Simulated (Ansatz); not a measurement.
Si:

```
Si
1.0
     0.00000    2.72185    2.72185
     2.72185    0.00000    2.72185
     2.72185    2.72185    0.00000
Si
2
Direct
  0.50000 0.50000 0.50000
  0.75000 0.75000 0.75000
```

Base run:

* Program: Ansatz 0.2.0
* Functional: HSE06
* Potentials or basis: all-electron PAW datasets made for the crystal
* Cutoff: 200 eV (chosen from the basis error)
* k mesh: 6 × 6 × 6
* Occupations: fermi-dirac, width 0.05 eV
* Spin: no spin polarisation

Its results: band gap on the k mesh 1.30 eV, indirect (least direct gap 3.31 eV); pressure -0.2 GPa.

Q: The run is repeated on the same cell with these changes: functional from HSE06 to PBE; cutoff from 200 eV (chosen from the basis error) to 180 eV (chosen from the basis error). What comes out?

A: Band gap on the k mesh 0.72 eV, indirect (least direct gap 2.56 eV); pressure 1.4 GPa.

HSE06 gives the wider gap, since exact exchange removes part of the self-interaction.

A k mesh can miss the band edges.
